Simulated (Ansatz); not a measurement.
TiTe under changes of volume

One of the cells (20.463 Å³/atom); the others are scaled copies at fixed shape and fractional positions:

```
Te Ti
1.0
     3.84200    0.00000    0.00000
    -1.92100    3.32727    0.00000
     0.00000    0.00000    6.40300
Te Ti
2 2
Direct
  0.66667 0.33333 0.75000
  0.33333 0.66667 0.25000
  0.00000 0.00000 0.50000
  0.00000 0.00000 0.00000
```

| Item | Value |
| --- | --- |
| Program | Ansatz 0.2.0 |
| Functional | LDA |
| Potentials or basis | all-electron LAPW, scalar-relativistic |
| Cutoff | 231 eV (chosen from the basis error) |
| Basis error allowed | 0.002 eV/atom |
| k mesh | 8 × 8 × 4 |
| Occupations | fermi-dirac, width 0.05 eV |
| Spin | no spin polarisation |

| volume (Å³/atom) | energy over the lowest point (meV/atom) | pressure (GPa) |
| --- | --- | --- |
| 19.235 | ? | ? |
| 19.644 | 14.70 | 5.4 |
| 20.054 | 4.35 | 2.9 |
| 20.463 | 0.00 | 0.7 |
| 20.872 | 1.03 | -1.3 |
| 21.281 | 6.91 | -3.1 |
| 21.691 | 17.12 | -4.7 |

Problem. What does the run at 19.235 Å³/atom give?

Solution. Energy over the lowest point 31.73 meV/atom; pressure 8.1 GPa.

Worked out: A Birch-Murnaghan fit of order 3 (a polynomial in V^(-2/3)) to the other rows has its minimum at 20.58 Å³/atom with B0 = V·E''(V) = 103 GPa and B' = 4.4 at fixed shape and positions, which overstates the stiffness. It gives 31.72 meV/atom at 19.235 Å³/atom, against the run's 31.73, and -dE/dV = 8.1 GPa, against 8.1.

Energies are extrapolated to zero smearing.
